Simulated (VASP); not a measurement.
# Re in VASP: notebook

The runs below take Re through work function, with PBEsol.

All numbers are computed with VASP 6.6.1; they aren't measurements. Logs are shortened: lines on timing, memory, paths and dates and some standing lists are left out, and cuts for length are marked.

## (1) The slab as given

The cell holds a slab with vacuum, 12 atoms: a = 2.760 Å, b = 4.457 Å, c = 28.748 Å, α = 90.00°, β = 90.00°, γ = 90.00°.

The cell was built by a generator and needn't be a form met in nature.

## (2) Work function, PBEsol

INCAR reads:

```
SYSTEM = Re
PREC = Accurate
ENCUT = 520
EDIFF = 1E-6
ISMEAR = 1
SIGMA = 0.1
LREAL = .FALSE.
LASPH = .TRUE.
NELM = 100
ALGO = Normal
ISIF = 2
LWAVE = .FALSE.
LCHARG = .FALSE.
LDIPOL = .TRUE.
IDIPOL = 3
DIPOL = 0.5 0.5 0.500
GGA = PS
LVHAR = .TRUE.
LVACPOTAV = .TRUE.
```

KPOINTS reads:

```
regular mesh
0
G
  12 8 1
  0 0 0
```

POSCAR reads:

```
Re
1.0
    2.7600000000      0.0000000000      0.0000000000
    0.0000000000      4.4574000000      0.0000000000
    0.0000000000      0.0000000000     28.7478939448
Re
12
Direct
    0.0000000000      0.0000000000      0.2782812548
    0.5000000000      0.0000000000      0.3614257843
    0.5000000000      0.5000000000      0.3059960980
    0.0000000000      0.0000000000      0.4445703137
    0.0000000000      0.5000000000      0.3891406274
    0.5000000000      0.0000000000      0.5277148431
    0.5000000000      0.5000000000      0.4722851569
    0.0000000000      0.0000000000      0.6108593726
    0.0000000000      0.5000000000      0.5554296863
    0.5000000000      0.0000000000      0.6940039020
    0.5000000000      0.5000000000      0.6385742157
    0.0000000000      0.5000000000      0.7217187452
```

Potentials or basis: VASP PAW PBE potentials, release 64 (Re).

Command:

```
cat potpaw_PBE.64/Re/POTCAR > POTCAR
mpirun -np 1 vasp_std > vasp.out
```

OUTCAR:

```text
SYSTEM = Re
   PREC = Accurate
   ENCUT = 520
   EDIFF = 1E-6
   ISMEAR = 1
   LREAL = .FALSE.
   LASPH = .TRUE.
   NELM = 100
   ISIF = 2
   GGA = PS

 ion  position               nearest neighbor table
   1  0.000  0.000  0.278-   3 2.74   3 2.74   3 2.74   3 2.74   2 2.76   2 2.76
   2  0.500  0.000  0.361-   5 2.74   5 2.74   5 2.74   5 2.74   3 2.74   3 2.74   4 2.76   4 2.76
                             1 2.76   1 2.76
   3  0.500  0.500  0.306-   2 2.74   2 2.74   1 2.74   1 2.74   1 2.74   1 2.74   5 2.76   5 2.76

   4  0.000  0.000  0.445-   5 2.74   5 2.74   7 2.74   7 2.74   7 2.74   7 2.74   2 2.76   2 2.76
                             6 2.76   6 2.76
   5  0.000  0.500  0.389-   2 2.74   2 2.74   2 2.74   2 2.74   4 2.74   4 2.74   3 2.76   3 2.76
                             7 2.76   7 2.76
   6  0.500  0.000  0.528-   7 2.74   7 2.74   9 2.74   9 2.74   9 2.74   9 2.74   4 2.76   4 2.76
                             8 2.76   8 2.76
   7  0.500  0.500  0.472-   6 2.74   6 2.74   4 2.74   4 2.74   4 2.74   4 2.74   9 2.76   9 2.76
                             5 2.76   5 2.76
   8  0.000  0.000  0.611-  11 2.74  11 2.74  11 2.74  11 2.74   9 2.74   9 2.74  10 2.76  10 2.76
                             6 2.76   6 2.76
   9  0.000  0.500  0.555-   8 2.74   8 2.74   6 2.74   6 2.74   6 2.74   6 2.74  11 2.76  11 2.76
                             7 2.76   7 2.76
  10  0.500  0.000  0.694-  11 2.74  11 2.74  12 2.74  12 2.74  12 2.74  12 2.74   8 2.76   8 2.76

  11  0.500  0.500  0.639-   8 2.74   8 2.74   8 2.74   8 2.74  10 2.74  10 2.74   9 2.76   9 2.76
                            12 2.76  12 2.76
  12  0.000  0.500  0.722-  10 2.74  10 2.74  10 2.74  10 2.74  11 2.76  11 2.76

  LATTYP: Found a simple orthorhombic cell.
 ALAT       =     2.7600000000
 B/A-ratio  =     1.6150000000
 C/A-ratio  =    10.4159036032

  Lattice vectors:

 A1 = (   2.7600000000,   0.0000000000,   0.0000000000)
 A2 = (   0.0000000000,   4.4574000000,   0.0000000000)
 A3 = (   0.0000000000,   0.0000000000,  28.7478939448)

Analysis of symmetry for initial positions (statically):
=====================================================================
 Subroutine PRICEL returns:
 Original cell was already a primitive cell.

 Routine SETGRP: Setting up the symmetry group for a
 simple orthorhombic supercell.

 Subroutine GETGRP returns: Found  8 space group operations
 (whereof  4 operations were pure point group operations)
 out of a pool of  8 trial point group operations.

The static configuration has the point symmetry C_2v.
 The point group associated with its full space group is D_2h.

Analysis of symmetry for dynamics (positions and initial velocities):
=====================================================================
 Subroutine PRICEL returns:
 Original cell was already a primitive cell.

 Routine SETGRP: Setting up the symmetry group for a
 simple orthorhombic supercell.

 Subroutine GETGRP returns: Found  8 space group operations
 (whereof  4 operations were pure point group operations)
 out of a pool of  8 trial point group operations.

The dynamic configuration has the point symmetry C_2v.
 The point group associated with its full space group is D_2h.

 Subroutine INISYM returns: Found  8 space group operations
 (whereof  4 operations are pure point group operations),
 and found     1 'primitive' translations

----------------------------------------------------------------------------------------

                                     Primitive cell

  volume of cell :     353.6688

  direct lattice vectors                    reciprocal lattice vectors
     2.760000000  0.000000000  0.000000000     0.362318841  0.000000000  0.000000000
     0.000000000  4.457400000  0.000000000     0.000000000  0.224346031  0.000000000
     0.000000000  0.000000000 28.747893945     0.000000000  0.000000000  0.034785157

  length of vectors
     2.760000000  4.457400000 28.747893945     0.362318841  0.224346031  0.034785157

  position of ions in fractional coordinates (direct lattice)
     0.000000000  0.000000000  0.278281255
     0.500000000  0.000000000  0.361425784
     0.500000000  0.500000000  0.305996098
     0.000000000  0.000000000  0.444570314
     0.000000000  0.500000000  0.389140627
     0.500000000  0.000000000  0.527714843
     0.500000000  0.500000000  0.472285157
     0.000000000  0.000000000  0.610859373
     0.000000000  0.500000000  0.555429686
[... 35 lines left out ...]
     0.030193237  0.028043254  0.034785157

  Shift w.r.t. Gamma in fractional coordinates (k-lattice)
     0.000000000  0.000000000  0.000000000

 Subroutine IBZKPT returns following result:
 ===========================================

 Found     35 irreducible k-points:

 Following reciprocal coordinates:
            Coordinates               Weight
  0.000000  0.000000  0.000000      1.000000
  0.083333  0.000000  0.000000      2.000000
  0.166667  0.000000  0.000000      2.000000
  0.250000  0.000000  0.000000      2.000000
  0.333333  0.000000  0.000000      2.000000
  0.416667  0.000000  0.000000      2.000000
[... 16 lines left out ...]
  0.083333  0.375000  0.000000      4.000000
  0.166667  0.375000  0.000000      4.000000
 [... further k-points ...]
   k-points           NKPTS =     35   k-points in BZ     NKDIM =     35   number of bands    NBANDS=     50
   number of dos      NEDOS =    301   number of ions     NIONS =     12
   total plane-waves  NPLWV = 186624
   dimension x,y,z NGX =    24 NGY =   36 NGZ =  216
   dimension x,y,z NGXF=    48 NGYF=   72 NGZF=  432
   ions per type =              12
   NGX,Y,Z   is equivalent  to a cutoff of  14.46, 13.43, 12.49 a.u.
   NGXF,Y,Z  is equivalent  to a cutoff of  28.91, 26.85, 24.98 a.u.
 SYSTEM =  Re
   PREC   = accura    normal or accurate (medium, high low for compatibility)
   ISTART =      0    job   : 0-new  1-cont  2-samecut
   ICHARG =      2    charge: 1-file 2-atom 10-const
   ISPIN  =      1    spin polarized calculation?
   LNONCOLLINEAR =      F non collinear calculations
   LSORBIT =      F    spin-orbit coupling
   LASPH  =      T    aspherical Exc in radial PAW
   ENCUT  =  520.0 eV  38.22 Ry    6.18 a.u.   5.13  8.29 53.45*2*pi/ulx,y,z
   NELM   =    100;   NELMIN=  2; NELMDL= -5     # of ELM steps
   EDIFF  = 0.1E-05   stopping-criterion for ELM
   LREAL  =      F    real-space projection
   EDIFFG = 0.1E-04   stopping-criterion for IOM
   NSW    =      0    number of steps for IOM
   IBRION =     -1    ionic relax: 0-MD 1-quasi-New 2-CG
   NFREE  =      0    steps in history (QN), initial steepest desc. (CG)
   ISIF   =      2    stress and relaxation
   ISYM   =      2    0-nonsym 1-usesym 2-fastsym
   POTIM  = 0.5000    time-step for ionic-motion
   TEBEG  =    0.0;   TEEND  =   0.0 temperature during run
   PSTRESS=    0.0 pullay stress
   NELECT =      84.0000    total number of electrons
   NUPDOWN=      -1.0000    fix difference up-down
   EMIN   =  10.00;   EMAX   =-10.00  energy-range for DOS
   EFERMI =   0.00;   METHOD = LEGACY
   ISMEAR =     1;   SIGMA  =   0.10  broadening in eV -4-tet -1-fermi 0-gaus
   EFERMI_NEDOS =   21; number of points for ismear=-14 and -15
   IALGO  =     38    algorithm
   IMIX   =      4    mixing-type and parameters
     AMIX     =   0.40;   BMIX     =  1.00
     AMIX_MAG =   1.60;   BMIX_MAG =  1.00
  volume/ion in A,a.u.               =      29.47       198.89
  Fermi-wavevector in a.u.,A,eV,Ry     =   1.013839  1.915878 13.985015  1.027870
  Thomas-Fermi vector in A             =   2.147031
   LORBIT       =      0    0 simple, 1 ext, 2 COOP (PROOUT), +10 PAW based schemes
   GGA     = PS    functional components
   LHFCALC =     F    Hartree Fock is set to
   AEXX    =    0.0000 exact exchange contribution
   IVDW    =     0    specifies the selected vdW correction
   LEPSILON=     F    determine dielectric tensor
   LRPA    =     F    only Hartree local field effects (RPA)
 non-spin polarized calculation
 Methfessel and Paxton  Order N= 1 SIGMA  =   0.10
  energy-cutoff  :      520.00
  volume of cell :      353.67
 maximum number of plane-waves:      9580
 NGX is ok and might be reduce to    24
   NGX = 11   NGY = 17   NGZ =107

 number of electron      84.0000002 magnetization

 dipolmoment           0.000000      0.000000     -0.000000 electrons x Angstroem

 Free energy of the ion-electron system (eV)
  ---------------------------------------------------
  ext. energy  EPLUGINS =         0.00000000
  ---------------------------------------------------
  free energy    TOTEN  =      -155.07308151 eV

  energy without entropy =     -155.06759803  energy(sigma->0) =     -155.07125369

 E-fermi :   1.5153     XC(G=0):  -7.7046

 val. band max:        1.5107897593   @ k =   0.3333   0.3750   0.0000
 cond. band min:       1.5159191299   @ k =   0.3333   0.2500   0.0000
 fundamental gap:      0.0051293706
 Fermi energy:         1.5153434924

 k-point     1 :       0.0000    0.0000    0.0000
  band No.  band energies     occupation
      1      -8.1723      2.00000
      2      -7.5293      2.00000
      3      -6.5056      2.00000
      4      -5.4599      2.00000
      5      -4.9258      2.00000
      6      -4.7928      2.00000
[... 1261 lines left out ...]
     49       2.5351     -0.00000
     50       2.6233     -0.00000

 [... further k-points ...]

------------------------ aborting loop because EDIFF is reached ----------------------------------------

  FORCE on cell =-STRESS in cart. coord.  units (eV):
  Direction    XX          YY          ZZ          XY          YZ          ZX
  --------------------------------------------------------------------------------------
  -------------------------------------------------------------------------------------
  Total      -14.9425169    -16.7142869     -9.7471726      0.0000000      0.0000000      0.0000000
  in kB      -67.6920416    -75.7184493    -44.1562835      0.0000000      0.0000000      0.0000000
  external PRESSURE =     -62.5222582 kB  Pullay stress =       0.0000000 kB

 VOLUME and BASIS-vectors are now :
 -----------------------------------------------------------------------------
  energy-cutoff  :      520.00
  volume of cell :      353.67
      direct lattice vectors                 reciprocal lattice vectors
     2.760000000  0.000000000  0.000000000     0.362318841  0.000000000  0.000000000
     0.000000000  4.457400000  0.000000000     0.000000000  0.224346031  0.000000000
     0.000000000  0.000000000 28.747893945     0.000000000  0.000000000  0.034785157

 POSITION                                       TOTAL-FORCE (eV/Angst)
 -----------------------------------------------------------------------------------
      0.00000      0.00000      8.00000         0.000000      0.000000      1.657575
      1.38000      0.00000     10.39023         0.000000      0.000000     -0.963696
      1.38000      2.22870      8.79674         0.000000      0.000000     -0.208909
      0.00000      0.00000     12.78046         0.000000      0.000000      0.020584
      0.00000      2.22870     11.18697         0.000000      0.000000     -0.238526
      1.38000      0.00000     15.17069         0.000000      0.000000      0.014599
      1.38000      2.22870     13.57720         0.000000      0.000000     -0.014599
      0.00000      0.00000     17.56092         0.000000      0.000000      0.238526
      0.00000      2.22870     15.96743         0.000000      0.000000     -0.020584
      1.38000      0.00000     19.95115         0.000000      0.000000      0.208909
      1.38000      2.22870     18.35766         0.000000      0.000000      0.963696
      0.00000      2.22870     20.74789         0.000000      0.000000     -1.657575
 -----------------------------------------------------------------------------------
    total drift:                                0.000000      0.000000     -0.000000

  FREE ENERGIE OF THE ION-ELECTRON SYSTEM (eV)
  ---------------------------------------------------
  free  energy   TOTEN  =      -155.0730815138 eV

  energy  without entropy=     -155.0675980343  energy(sigma->0) =     -155.07125369

 vacuum level on the upper side and lower side of the slab         6.343         6.343
```

Wall time 45 min (1 thread of Intel Xeon 6975P-C (Granite Rapids), shared host); peak memory 0.71 GiB.

What came out:

```
Free energy                     : -155.0731 eV
Largest force                   : 1.658 eV/Å
Band gap on the k mesh          : none (metal or under the smearing width)
Work function of the upper face : 4.83 eV
Work function of the lower face : 4.83 eV
```

Forces on the atoms (eV/Å):
```
Re   0.000  0.000  1.658
Re   0.000  0.000 -0.964
Re   0.000  0.000 -0.209
Re   0.000  0.000  0.021
Re   0.000  0.000 -0.239
Re   0.000  0.000  0.015
Re   0.000  0.000 -0.015
Re   0.000  0.000  0.239
Re   0.000  0.000 -0.021
Re   0.000  0.000  0.209
Re   0.000  0.000  0.964
Re   0.000  0.000 -1.658
```

Caveat: the PAW data sets were made with another functional, which shifts forces and pressure a little.

## (3) Work function, PBEsol

This run uses another cell than the first one, of 18.20 Å³/atom, 0.617 times its volume.

INCAR is that of step 2.

KPOINTS is that of step 2.

POSCAR reads:

```
Re
1.0
    2.7600000000      0.0000000000      0.0000000000
    0.0000000000      4.4574000000      0.0000000000
    0.0000000000      0.0000000000     17.7478939448
Re
12
Direct
    0.0000000000      0.0000000000      0.1408617838
    0.5000000000      0.0000000000      0.2755386150
    0.5000000000      0.5000000000      0.1857540609
    0.0000000000      0.0000000000      0.4102154460
    0.0000000000      0.5000000000      0.3204308919
    0.5000000000      0.0000000000      0.5448922769
    0.5000000000      0.5000000000      0.4551077231
    0.0000000000      0.0000000000      0.6795691081
    0.0000000000      0.5000000000      0.5897845540
    0.5000000000      0.0000000000      0.8142459391
    0.5000000000      0.5000000000      0.7244613850
    0.0000000000      0.5000000000      0.8591382162
```

Potentials or basis: VASP PAW PBE potentials, release 64 (Re).

Command:

```
cat potpaw_PBE.64/Re/POTCAR > POTCAR
mpirun -np 1 vasp_std > vasp.out
```

OUTCAR:

```text
SYSTEM = Re
   PREC = Accurate
   ENCUT = 520
   EDIFF = 1E-6
   ISMEAR = 1
   LREAL = .FALSE.
   LASPH = .TRUE.
   NELM = 100
   ISIF = 2
   GGA = PS

 ion  position               nearest neighbor table
   1  0.000  0.000  0.141-   3 2.74   3 2.74   3 2.74   3 2.74   2 2.76   2 2.76
   2  0.500  0.000  0.276-   5 2.74   5 2.74   5 2.74   5 2.74   3 2.74   3 2.74   4 2.76   4 2.76
                             1 2.76   1 2.76
   3  0.500  0.500  0.186-   1 2.74   1 2.74   1 2.74   1 2.74   2 2.74   2 2.74   5 2.76   5 2.76

   4  0.000  0.000  0.410-   7 2.74   7 2.74   7 2.74   7 2.74   5 2.74   5 2.74   6 2.76   6 2.76
[... 1523 lines left out ...]
  energy-cutoff  :      520.00
  volume of cell :      218.34
      direct lattice vectors                 reciprocal lattice vectors
     2.760000000  0.000000000  0.000000000     0.362318841  0.000000000  0.000000000
     0.000000000  4.457400000  0.000000000     0.000000000  0.224346031  0.000000000
     0.000000000  0.000000000 17.747893945     0.000000000  0.000000000  0.056344714

 POSITION                                       TOTAL-FORCE (eV/Angst)
 -----------------------------------------------------------------------------------
      0.00000      0.00000      2.50000         0.000000      0.000000      1.501701
      1.38000      0.00000      4.89023         0.000000      0.000000     -0.954335
      1.38000      2.22870      3.29674         0.000000      0.000000     -0.204909
      0.00000      0.00000      7.28046         0.000000      0.000000      0.037194
      0.00000      2.22870      5.68697         0.000000      0.000000     -0.253354
      1.38000      0.00000      9.67069         0.000000      0.000000      0.028590
      1.38000      2.22870      8.07720         0.000000      0.000000     -0.028590
      0.00000      0.00000     12.06092         0.000000      0.000000      0.253354
      0.00000      2.22870     10.46743         0.000000      0.000000     -0.037194
      1.38000      0.00000     14.45115         0.000000      0.000000      0.204909
      1.38000      2.22870     12.85766         0.000000      0.000000      0.954335
      0.00000      2.22870     15.24789         0.000000      0.000000     -1.501701
 -----------------------------------------------------------------------------------
    total drift:                                0.000000     -0.000000      0.000000

  FREE ENERGIE OF THE ION-ELECTRON SYSTEM (eV)
  ---------------------------------------------------
  free  energy   TOTEN  =      -155.1540001054 eV

  energy  without entropy=     -155.1493578310  energy(sigma->0) =     -155.15245268
```

stdout:

```text
POSCAR found type information on POSCAR Re
 POSCAR found :  1 types and      12 ions
 scaLAPACK will be used
 -----------------------------------------------------------------------------
|                                                                             |
[... 73 lines left out ...]
|     field-free region was found. Please increase the size of  your cell     |
|     in the dimension of the dipole correction to obtain accurate            |
|     workfunction values.                                                    |
|                                                                             |
 -----------------------------------------------------------------------------
```

It took 16 min on 1 thread of Intel Xeon 6975P-C (Granite Rapids), shared host; peak memory 0.48 GiB.

Results:

- Free energy: -155.1540 eV
- Largest force: 1.502 eV/Å
- Band gap on the k mesh: none (metal or under the smearing width)

Forces in eV/Å, atoms in the order of the input:
```
Re   0.000  0.000  1.502
Re   0.000  0.000 -0.954
Re   0.000  0.000 -0.205
Re   0.000  0.000  0.037
Re   0.000  0.000 -0.253
Re   0.000  0.000  0.029
Re   0.000  0.000 -0.029
Re   0.000  0.000  0.253
Re   0.000  0.000 -0.037
Re   0.000  0.000  0.205
Re   0.000  0.000  0.954
Re   0.000  0.000 -1.502
```

Caveat: the PAW data sets were made with another functional, which shifts forces and pressure a little. Spin-orbit coupling is left out, which matters for the levels of Re.

(Part 1 of 2 ends here.)
